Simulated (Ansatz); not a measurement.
# AlP: the cost of one run

Method: DFT PBE, scalar-relativistic, plane waves, PAW, in Ansatz 0.2.0.

The COD entry's cell or inner coordinates are ideal or old and differ from later refinements, so a difference from it is no clean test against experiment.

3 further runs of the same task are left out: 3 set aside as unsound or not needed.

## Step 1: The starting structure

Symmetry: F-43m, No. 216, cubic system. The conventional cell has a = 5.508 Å, b = 5.508 Å, c = 5.508 Å, α = 90.00°, β = 90.00°, γ = 90.00°. Al (site symmetry -43m) is surrounded by 4 P at 2.38 Å. Around P (site symmetry -43m) lie 4 Al at 2.38 Å.

Coordinates:

```cif
data_structure
_symmetry_space_group_name_H-M 'P 1'
_symmetry_Int_Tables_number 1
_cell_length_a 3.8946
_cell_length_b 3.8946
_cell_length_c 3.8946
_cell_angle_alpha 60.000
_cell_angle_beta 60.000
_cell_angle_gamma 60.000
_cell_volume 41.77
loop_
_atom_site_label
_atom_site_type_symbol
_atom_site_fract_x
_atom_site_fract_y
_atom_site_fract_z
_atom_site_occupancy
Al1 Al 0.00000 0.00000 0.00000 1
P1 P 0.75000 0.75000 0.75000 1
```

This cell was relaxed beforehand with the same method: volume 20.89 Å³/atom, gap on the mesh 1.63 eV.

## Step 2: Zone-centre modes

Contents of input.yaml:

```yaml
crystal:
  lattice:
    - [0.0, 2.7651854919, 2.7651854919]
    - [2.7651854919, 0.0, 2.7651854919]
    - [2.7651854919, 2.7651854919, 0.0]
  atoms:
    - { symbol: Al, position: [0.0, 0.0, 0.0] }
    - { symbol: P, position: [0.75, 0.75, 0.75] }
basis:
  ecutwfc: 420
kpoints:
  mp_grid: { grid: [8, 8, 8] }
hamiltonian:
  xc: pbe
scf:
  occupations: { method: fixed }
output:
  eigenvalues: true
phonons:
  method: dfpt
  dielectric: true
  rigid_motions: translations
  eigenvectors: true
```

On the command line:

```bash
> ansatz run input.yaml --threads 1 --pin off --max-ram 3072MiB --backend cpu --events-out ev --progress --plain --runs-dir out
```

What time and memory should one allow on 1 thread of Intel Xeon at 2.50GHz (Skylake/Cascade Lake), shared host?

About 48 s, with a peak of 0.45 GiB.
